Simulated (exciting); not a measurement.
## SiC (Moissanite 3C) under changes of volume

One of the cells (10.346 Å³/atom); the others are scaled copies at fixed shape and fractional positions:

```xyz
2
Lattice="0.0000 2.1790 2.1790 2.1790 0.0000 2.1790 2.1790 2.1790 0.0000" Properties=species:S:1:pos:R:3 pbc="T T T"
Si    0.0000    0.0000    0.0000
C     3.2685    3.2685    3.2685
```

| Item | Value |
| --- | --- |
| Program | exciting (release sodium) |
| Functional | PBE |
| Potentials or basis | all-electron LAPW+lo, shipped species files, valence relativity iora* |
| rgkmax | 7.5 |
| k mesh | 10 × 10 × 10 |
| Occupations | fermi-dirac, width 0.05 eV |
| Spin | no spin polarisation |

```tsv
volume (Å³/atom)	energy over the lowest point (meV/atom)	gap on the mesh (eV)
9.725	?	?
9.932	22.86	1.32
10.139	9.01	1.34
10.346	1.59	1.36
10.553	0.00	1.38
10.760	3.71	1.39
10.967	12.21	1.41
```

**Question.** What does the run at 9.725 Å³/atom give?

**Answer.** Energy over the lowest point 43.79 meV/atom; gap on the mesh 1.30 eV.

Worked out: A Birch-Murnaghan fit of order 3 (a polynomial in V^(-2/3)) to the other rows has its minimum at 10.51 Å³/atom with B0 = V·E''(V) = 212 GPa and B' = 3.9. It gives 43.81 meV/atom at 9.725 Å³/atom, against the run's 43.79. A straight line through the other rows of the gap, of slope 0.894 eV per unit of ln V, extrapolates to 1.30 eV, against the run's 1.30.

Energies are extrapolated to zero smearing.

A mesh can miss the band edges.
